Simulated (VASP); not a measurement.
# AlN (P6_3/mmc) in VASP: notebook

The runs below take AlN through single point, with LDA.

All numbers are computed with VASP 6.6.1; they aren't measurements. Logs are shortened: lines on timing, memory, paths and dates and some standing lists are left out, and cuts for length are marked.

## Step 1: The structure

It takes space group P6_3/mmc (No. 194, hexagonal). Conventional cell: a = 3.312 Å, b = 3.312 Å, c = 4.188 Å, α = 90.00°, β = 90.00°, γ = 120.00°. Around Al (site symmetry -6m2) lie 5 N at 1.91 to 2.09 Å. Around N (site symmetry -6m2) lie 5 Al at 1.91 to 2.09 Å.

Measurements of this composition are mostly on another form, of space group No. 186.

## Step 2: Single point, LDA

Contents of INCAR:

```
SYSTEM = AlN
PREC = Accurate
ENCUT = 520
EDIFF = 1E-6
ISMEAR = -1
SIGMA = 0.2
LREAL = .FALSE.
LASPH = .TRUE.
NELM = 100
ALGO = Fast
ISIF = 2
LWAVE = .FALSE.
LCHARG = .TRUE.
LELF = .TRUE.
LVHAR = .TRUE.
NBANDS = 16
```

Contents of KPOINTS:

```
regular mesh
0
G
  12 12 6
  0 0 0
```

Contents of POSCAR:

```
AlN
1.0
    3.3121157418      0.0000000000      0.0000000000
   -1.6560578709      2.8683763727      0.0000000000
    0.0000000000      0.0000000000      4.1875630000
Al N
2 2
Direct
    0.3333333333      0.6666666667      0.7500000000
    0.6666666667      0.3333333333      0.2500000000
    0.3333333333      0.6666666667      0.2500000000
    0.6666666667      0.3333333333      0.7500000000
```

Potentials or basis: VASP PAW LDA potentials, release 64 (Al, N).

Launch:

```console
cat potpaw_LDA.64/Al/POTCAR potpaw_LDA.64/N/POTCAR > POTCAR
mpirun -np 1 vasp_std > vasp.out
```

OUTCAR:

```text
SYSTEM = AlN
   PREC = Accurate
   ENCUT = 520
   EDIFF = 1E-6
   ISMEAR = -1
   LREAL = .FALSE.
   LASPH = .TRUE.
   NELM = 100
   ISIF = 2

 ion  position               nearest neighbor table
   1  0.333  0.667  0.750-   4 1.91   4 1.91   4 1.91   3 2.09   3 2.09   2 2.84   2 2.84   2 2.84
                             2 2.84   2 2.84   2 2.84
   2  0.667  0.333  0.250-   3 1.91   3 1.91   3 1.91   4 2.09   4 2.09   1 2.84   1 2.84   1 2.84
                             1 2.84   1 2.84   1 2.84
   3  0.333  0.667  0.250-   2 1.91   2 1.91   2 1.91   1 2.09   1 2.09
   4  0.667  0.333  0.750-   1 1.91   1 1.91   1 1.91   2 2.09   2 2.09

  LATTYP: Found a hexagonal cell.
 ALAT       =     3.3121157418
 C/A-ratio  =     1.2643166261

  Lattice vectors:

 A1 = (   3.3121157418,   0.0000000000,   0.0000000000)
 A2 = (  -1.6560578709,   2.8683763727,   0.0000000000)
 A3 = (   0.0000000000,   0.0000000000,   4.1875630000)

Analysis of symmetry for initial positions (statically):
=====================================================================
 Subroutine PRICEL returns:
 Original cell was already a primitive cell.

 Routine SETGRP: Setting up the symmetry group for a
 hexagonal supercell.

 Subroutine GETGRP returns: Found 24 space group operations
 (whereof 12 operations were pure point group operations)
 out of a pool of 24 trial point group operations.

The static configuration has the point symmetry D_3d.
 The point group associated with its full space group is D_6h.

Analysis of symmetry for dynamics (positions and initial velocities):
=====================================================================
 Subroutine PRICEL returns:
 Original cell was already a primitive cell.

 Routine SETGRP: Setting up the symmetry group for a
 hexagonal supercell.

 Subroutine GETGRP returns: Found 24 space group operations
 (whereof 12 operations were pure point group operations)
 out of a pool of 24 trial point group operations.

The dynamic configuration has the point symmetry D_3d.
 The point group associated with its full space group is D_6h.

 Subroutine INISYM returns: Found 24 space group operations
 (whereof 12 operations are pure point group operations),
 and found     1 'primitive' translations

----------------------------------------------------------------------------------------

                                     Primitive cell

  volume of cell :      39.7835

  direct lattice vectors                    reciprocal lattice vectors
     3.312115742  0.000000000  0.000000000     0.301921816  0.174314642  0.000000000
    -1.656057871  2.868376373  0.000000000     0.000000000  0.348629284  0.000000000
     0.000000000  0.000000000  4.187563000     0.000000000  0.000000000  0.238802377

  length of vectors
     3.312115742  3.312115742  4.187563000     0.348629284  0.348629284  0.238802377

  position of ions in fractional coordinates (direct lattice)
     0.333333333  0.666666667  0.750000000
     0.666666667  0.333333333  0.250000000
     0.333333333  0.666666667  0.250000000
     0.666666667  0.333333333  0.750000000

  ion indices of the primitive-cell ions
   primitive index   ion index
                 1           1
                 2           2
                 3           3
                 4           4

----------------------------------------------------------------------------------------

 KPOINTS: regular mesh

Automatic generation of k-mesh.
 Grid dimensions read from file:
 generate k-points for:   12   12    6

 Generating k-lattice:

  Cartesian coordinates                     Fractional coordinates (reciprocal lattice)
     0.025160151  0.014526220  0.000000000     0.083333333  0.000000000  0.000000000
     0.000000000  0.029052440  0.000000000     0.000000000  0.083333333  0.000000000
     0.000000000  0.000000000  0.039800396     0.000000000  0.000000000  0.166666667

  Length of vectors
     0.029052440  0.029052440  0.039800396

  Shift w.r.t. Gamma in fractional coordinates (k-lattice)
     0.000000000  0.000000000  0.000000000

 Subroutine IBZKPT returns following result:
 ===========================================

 Found     76 irreducible k-points:

 Following reciprocal coordinates:
            Coordinates               Weight
  0.000000  0.000000  0.000000      1.000000
  0.083333  0.000000  0.000000      6.000000
  0.166667  0.000000  0.000000      6.000000
  0.250000  0.000000  0.000000      6.000000
  0.333333 -0.000000  0.000000      6.000000
  0.416667  0.000000  0.000000      6.000000
[... 16 lines left out ...]
  0.250000  0.000000  0.166667     12.000000
  0.333333 -0.000000  0.166667     12.000000
 [... further k-points ...]
   k-points           NKPTS =     76   k-points in BZ     NKDIM =     76   number of bands    NBANDS=     16
   number of dos      NEDOS =    301   number of ions     NIONS =      4
   total plane-waves  NPLWV =  25088
   dimension x,y,z NGX =    28 NGY =   28 NGZ =   32
   dimension x,y,z NGXF=    56 NGYF=   56 NGZF=   64
   ions per type =               2   2
   NGX,Y,Z   is equivalent  to a cutoff of  14.05, 14.05, 12.70 a.u.
   NGXF,Y,Z  is equivalent  to a cutoff of  28.11, 28.11, 25.41 a.u.
 SYSTEM =  AlN
   PREC   = accura    normal or accurate (medium, high low for compatibility)
   ISTART =      0    job   : 0-new  1-cont  2-samecut
   ICHARG =      2    charge: 1-file 2-atom 10-const
   ISPIN  =      1    spin polarized calculation?
   LNONCOLLINEAR =      F non collinear calculations
   LSORBIT =      F    spin-orbit coupling
   LASPH  =      T    aspherical Exc in radial PAW
   ENCUT  =  520.0 eV  38.22 Ry    6.18 a.u.   6.16  6.16  7.79*2*pi/ulx,y,z
   NELM   =    100;   NELMIN=  2; NELMDL= -5     # of ELM steps
   EDIFF  = 0.1E-05   stopping-criterion for ELM
   LREAL  =      F    real-space projection
   EDIFFG = 0.1E-04   stopping-criterion for IOM
   NSW    =      0    number of steps for IOM
   IBRION =     -1    ionic relax: 0-MD 1-quasi-New 2-CG
   NFREE  =      0    steps in history (QN), initial steepest desc. (CG)
   ISIF   =      2    stress and relaxation
   ISYM   =      2    0-nonsym 1-usesym 2-fastsym
   POTIM  = 0.5000    time-step for ionic-motion
   TEBEG  =    0.0;   TEEND  =   0.0 temperature during run
   PSTRESS=    0.0 pullay stress
   NELECT =      16.0000    total number of electrons
   NUPDOWN=      -1.0000    fix difference up-down
   EMIN   =  10.00;   EMAX   =-10.00  energy-range for DOS
   EFERMI =   0.00;   METHOD = LEGACY
   ISMEAR =    -1;   SIGMA  =   0.20  broadening in eV -4-tet -1-fermi 0-gaus
   EFERMI_NEDOS =   21; number of points for ismear=-14 and -15
   IALGO  =     68    algorithm
   IMIX   =      4    mixing-type and parameters
     AMIX     =   0.40;   BMIX     =  1.00
     AMIX_MAG =   1.60;   BMIX_MAG =  1.00
  volume/ion in A,a.u.               =       9.95        67.12
  Fermi-wavevector in a.u.,A,eV,Ry     =   1.208409  2.283561 19.867927  1.460251
  Thomas-Fermi vector in A             =   2.344017
   LORBIT       =      0    0 simple, 1 ext, 2 COOP (PROOUT), +10 PAW based schemes
   GGA     = CA    functional components
   LHFCALC =     F    Hartree Fock is set to
   AEXX    =    0.0000 exact exchange contribution
   IVDW    =     0    specifies the selected vdW correction
   LEPSILON=     F    determine dielectric tensor
   LRPA    =     F    only Hartree local field effects (RPA)
 non-spin polarized calculation
 RMM-DIIS sequential band-by-band and
  energy-cutoff  :      520.00
  volume of cell :       39.78
 maximum number of plane-waves:      1090
 NGX is ok and might be reduce to    28
   NGX = 13   NGY = 13   NGZ = 15

 number of electron      16.0000001 magnetization

 Free energy of the ion-electron system (eV)
  ---------------------------------------------------
  ext. energy  EPLUGINS =         0.00000000
  ---------------------------------------------------
  free energy    TOTEN  =       -32.44200255 eV

  energy without entropy =      -32.44198293  energy(sigma->0) =      -32.44199274

 E-fermi :   9.4093     XC(G=0): -11.4878

 val. band max:        7.6830661942   @ k =   0.0000   0.0000   0.0000
 cond. band min:      10.9686802697   @ k =   0.0000   0.0000   0.0000
 fundamental gap:      3.2856140755
 Fermi energy:         9.4092813388

 k-point     1 :       0.0000    0.0000    0.0000
  band No.  band energies     occupation
      1      -8.9411      2.00000
      2      -5.2131      2.00000
      3       0.7832      2.00000
      4       4.4114      2.00000
      5       4.4114      2.00000
      6       6.0775      2.00000
[... 8 lines left out ...]
     15      19.3321      0.00000
     16      19.4995      0.00000

 k-point     2 :       0.0833    0.0000    0.0000
  band No.  band energies     occupation
      1      -8.8607      2.00000
      2      -5.2091      2.00000
      3       0.8688      2.00000
      4       4.1118      2.00000
      5       4.2921      2.00000
      6       5.7816      2.00000
[... 8 lines left out ...]
     15      18.9085      0.00000
     16      19.1435      0.00000

 k-point     3 :       0.1667    0.0000    0.0000
  band No.  band energies     occupation
      1      -8.6243      2.00000
      2      -5.2124      2.00000
      3       1.1220      2.00000
      4       3.3779      2.00000
      5       4.0119      2.00000
      6       5.1423      2.00000
[... 8 lines left out ...]
     15      18.4289      0.00000
     16      19.7214      0.00000

 k-point     4 :       0.2500    0.0000    0.0000
  band No.  band energies     occupation
      1      -8.2506      2.00000
      2      -5.2660      2.00000
      3       1.5292      2.00000
      4       2.5269      2.00000
      5       3.6959      2.00000
      6       4.4634      2.00000
[... 8 lines left out ...]
     15      17.7379      0.00000
     16      20.0297      0.00000

 k-point     5 :       0.3333   -0.0000    0.0000
  band No.  band energies     occupation
      1      -7.7789      2.00000
      2      -5.4222      2.00000
      3       1.8086      2.00000
      4       2.0590      2.00000
      5       3.4271      2.00000
      6       3.8877      2.00000
[... 8 lines left out ...]
     15      18.8441      0.00000
     16      20.3523      0.00000

 k-point     6 :       0.4167    0.0000    0.0000
  band No.  band energies     occupation
      1      -7.2953      2.00000
      2      -5.6835      2.00000
      3       1.3566      2.00000
      4       2.6253      2.00000
      5       3.2510      2.00000
      6       3.4990      2.00000
[... 8 lines left out ...]
     15      20.0962      0.00000
     16      20.6063      0.00000
[... 267 lines left out ...]
 k-point    21 :       0.0833    0.0000    0.1667
  band No.  band energies     occupation
      1      -8.6911      2.00000
      2      -5.6060      2.00000
      3       1.3235      2.00000
      4       4.2652      2.00000
      5       4.3996      2.00000
      6       5.5318      2.00000
[... 8 lines left out ...]
     15      19.1868      0.00000
     16      19.5245      0.00000

 k-point    22 :       0.1667    0.0000    0.1667
  band No.  band energies     occupation
      1      -8.4593      2.00000
      2      -5.5575      2.00000
      3       1.3764      2.00000
      4       3.6828      2.00000
      5       4.1322      2.00000
      6       4.7727      2.00000
[... 8 lines left out ...]
     15      18.8478      0.00000
     16      19.5891      0.00000

 k-point    23 :       0.2500    0.0000    0.1667
  band No.  band energies     occupation
      1      -8.0943      2.00000
      2      -5.5280      2.00000
      3       1.3263      2.00000
      4       3.1312      2.00000
      5       3.8281      2.00000
      6       4.0560      2.00000
[... 8 lines left out ...]
     15      18.6176      0.00000
     16      19.8778      0.00000

 k-point    24 :       0.3333   -0.0000    0.1667
  band No.  band energies     occupation
      1      -7.6367      2.00000
      2      -5.5823      2.00000
      3       1.0769      2.00000
      4       2.8038      2.00000
      5       3.5677      2.00000
      6       3.6082      2.00000
[... 8 lines left out ...]
     15      19.1594      0.00000
     16      20.1446      0.00000

 [... further k-points ...]

------------------------ aborting loop because EDIFF is reached ----------------------------------------

  FORCE on cell =-STRESS in cart. coord.  units (eV):
  Direction    XX          YY          ZZ          XY          YZ          ZX
  --------------------------------------------------------------------------------------
  -------------------------------------------------------------------------------------
  Total       -1.9875086     -1.9875086     -2.1077717      0.0000000      0.0000000      0.0000000
  in kB      -80.0417546    -80.0417546    -84.8850388      0.0000000      0.0000000      0.0000000
  external PRESSURE =     -81.6561826 kB  Pullay stress =       0.0000000 kB

 VOLUME and BASIS-vectors are now :
 -----------------------------------------------------------------------------
  energy-cutoff  :      520.00
  volume of cell :       39.78
      direct lattice vectors                 reciprocal lattice vectors
     3.312115742  0.000000000  0.000000000     0.301921816  0.174314642  0.000000000
    -1.656057871  2.868376373  0.000000000     0.000000000  0.348629284  0.000000000
     0.000000000  0.000000000  4.187563000     0.000000000  0.000000000  0.238802377

 POSITION                                       TOTAL-FORCE (eV/Angst)
 -----------------------------------------------------------------------------------
     -0.00000      1.91225      3.14067         0.000000     -0.000000      0.000000
      1.65606      0.95613      1.04689        -0.000000      0.000000      0.000000
     -0.00000      1.91225      1.04689         0.000000     -0.000000      0.000000
      1.65606      0.95613      3.14067        -0.000000      0.000000      0.000000
 -----------------------------------------------------------------------------------
    total drift:                               -0.000000     -0.000000     -0.000000

  FREE ENERGIE OF THE ION-ELECTRON SYSTEM (eV)
  ---------------------------------------------------
  free  energy   TOTEN  =       -32.4420025505 eV

  energy  without entropy=      -32.4419829288  energy(sigma->0) =      -32.44199274
```

It took 27 s on 1 thread of Intel Xeon 6975P-C (Granite Rapids), shared host; peak memory 0.16 GiB.

Results:

```yaml
Free_energy: -32.4420 eV
Pressure: -8.2 GPa
Band_gap_on_the_k_mesh: 3.29 eV, direct
```

Stress tensor (GPa, compression positive):
```
-8.00  0.00  0.00
 0.00 -8.00  0.00
 0.00  0.00 -8.49
```

Levels at points of the mesh, in eV from the valence-band top:
```tsv
k point	band 6	band 7	band 8	band 9	band 10	band 11
(0.00, 0.00, 0.00)	-1.61	-1.61	0.00	3.29	4.25	8.05
(0.50, 0.00, 0.00)	-4.32	-2.90	-1.46	3.71	7.00	7.08
(0.00, 0.00, 0.50)	-2.48	-2.48	-2.48	5.57	5.57	8.25
(0.50, 0.00, 0.50)	-3.26	-1.74	-1.74	4.96	4.96	9.09
```

A k mesh can miss the band edges. Expect the measured gap to be larger: semilocal functionals such as LDA lack the derivative discontinuity.

## Step 3: Single point, LDA

Contents of INCAR:

```
ALGO = Fast ; EDIFF = 1E-6
ENCUT = 520 ; GGA = CA
ISIF = 2 ; ISMEAR = -1
LASPH = T ; LCHARG = F
LREAL = F ; LWAVE = F
NBANDS = 16 ; NELM = 100
PREC = Accurate ; SIGMA = 0.2
```

Contents of KPOINTS:

```
k-points
0
Gamma
  12 12 6
```

POSCAR is that of step 2.

Potentials or basis: VASP PAW LDA potentials, release 64 (Al, N).

Launch:

```console
cat potpaw_LDA.64/Al/POTCAR potpaw_LDA.64/N/POTCAR > POTCAR
mpirun -np 1 vasp_std > vasp.out
```

OUTCAR:

```text
EDIFF = 1E-6
   ENCUT = 520
   GGA = CA
   ISIF = 2
   ISMEAR = -1
   LASPH = T
   LREAL = F
   NELM = 100
   PREC = Accurate

 ion  position               nearest neighbor table
   1  0.333  0.667  0.750-   4 1.91   4 1.91   4 1.91   3 2.09   3 2.09   2 2.84   2 2.84   2 2.84
                             2 2.84   2 2.84   2 2.84
   2  0.667  0.333  0.250-   3 1.91   3 1.91   3 1.91   4 2.09   4 2.09   1 2.84   1 2.84   1 2.84
                             1 2.84   1 2.84   1 2.84
[... 664 lines left out ...]
  --------------------------------------------------------------------------------------
  -------------------------------------------------------------------------------------
  Total       -1.9875086     -1.9875086     -2.1077717      0.0000000      0.0000000      0.0000000
  in kB      -80.0417546    -80.0417546    -84.8850388      0.0000000      0.0000000      0.0000000
  external PRESSURE =     -81.6561826 kB  Pullay stress =       0.0000000 kB

 VOLUME and BASIS-vectors are now :
 -----------------------------------------------------------------------------
  energy-cutoff  :      520.00
  volume of cell :       39.78
      direct lattice vectors                 reciprocal lattice vectors
     3.312115742  0.000000000  0.000000000     0.301921816  0.174314642  0.000000000
    -1.656057871  2.868376373  0.000000000     0.000000000  0.348629284  0.000000000
     0.000000000  0.000000000  4.187563000     0.000000000  0.000000000  0.238802377

 POSITION                                       TOTAL-FORCE (eV/Angst)
 -----------------------------------------------------------------------------------
     -0.00000      1.91225      3.14067         0.000000     -0.000000      0.000000
      1.65606      0.95613      1.04689        -0.000000      0.000000      0.000000
     -0.00000      1.91225      1.04689         0.000000     -0.000000      0.000000
      1.65606      0.95613      3.14067        -0.000000      0.000000      0.000000
 -----------------------------------------------------------------------------------
    total drift:                               -0.000000     -0.000000     -0.000000

  FREE ENERGIE OF THE ION-ELECTRON SYSTEM (eV)
  ---------------------------------------------------
  free  energy   TOTEN  =       -32.4420025505 eV

  energy  without entropy=      -32.4419829288  energy(sigma->0) =      -32.44199274
```

Wall time 24 s (1 thread of Intel Xeon 6975P-C (Granite Rapids), shared host); peak memory 0.15 GiB.

Results:

```
Free energy            : -32.4420 eV
Pressure               : -8.2 GPa
Band gap on the k mesh : 3.29 eV, direct
```

A k mesh can miss the band edges. LDA gaps usually lie below the measured ones, often by a third to a half.
